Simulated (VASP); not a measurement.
Write the native input for VASP 6.6.1 that does the following.

```
Task                   : relaxation of the atoms
Functional             : PBEsol
Potentials or basis    : VASP PAW PBE potentials, release 64 (Cu, I)
Cutoff                 : 600 eV
k mesh                 : 8 × 8 × 8
Occupations            : gaussian, width 0.03 eV
Spin                   : no spin polarisation
Further INCAR settings : ALGO = Fast; EDIFF = 1e-07; IBRION = 2; EDIFFG = -0.01; NSW = 40
```

The structure of CuI (Marshite) lies in POSCAR:

```
CuI                                     
1.0
    0.0000000000      3.0121216535      3.0121216535
    3.0121216535      0.0000000000      3.0121216535
    3.0121216535      3.0121216535      0.0000000000
  Cu              I             
     1     1
Direct
     0.2500000000000000    0.2500000000000000    0.2500000000000000
     0.0000000000000000    0.0000000000000000    0.0000000000000000
```

The cell isn't the ideal one: a relaxed cell with its volume scaled by 1.04.

These files were run (other wordings do the same):

INCAR

```
SYSTEM = CuI
PREC = Accurate
ENCUT = 600
EDIFF = 1E-7
ISMEAR = 0
SIGMA = 0.03
LREAL = .FALSE.
LASPH = .TRUE.
NELM = 80
ALGO = Fast
ISIF = 2
LWAVE = .FALSE.
LCHARG = .FALSE.
GGA = PS
IBRION = 2
NSW = 40
EDIFFG = -0.01
```

KPOINTS

```
regular mesh
0
G
  8 8 8
  0 0 0
```

Potentials or basis: VASP PAW PBE potentials, release 64 (Cu, I).

Launch:

```sh
$ cat potpaw_PBE.64/Cu/POTCAR potpaw_PBE.64/I/POTCAR > POTCAR
$ mpirun -np 1 vasp_std > vasp.out
```

Results of the run:

```
Pressure after relaxing : -1.8 GPa
Band gap on the k mesh  : 1.08 eV, direct
```

Caveat: the relaxation stopped at its first step, so nothing moved; the PAW data sets were made with another functional, which shifts forces and pressure a little; spin-orbit coupling is left out, which moves the levels of the heavy elements.

Run time: 22 s on 1 thread of Intel(R) Xeon(R) Platinum 8559C (Emerald Rapids), on a shared host, peak memory 0.21 GiB.
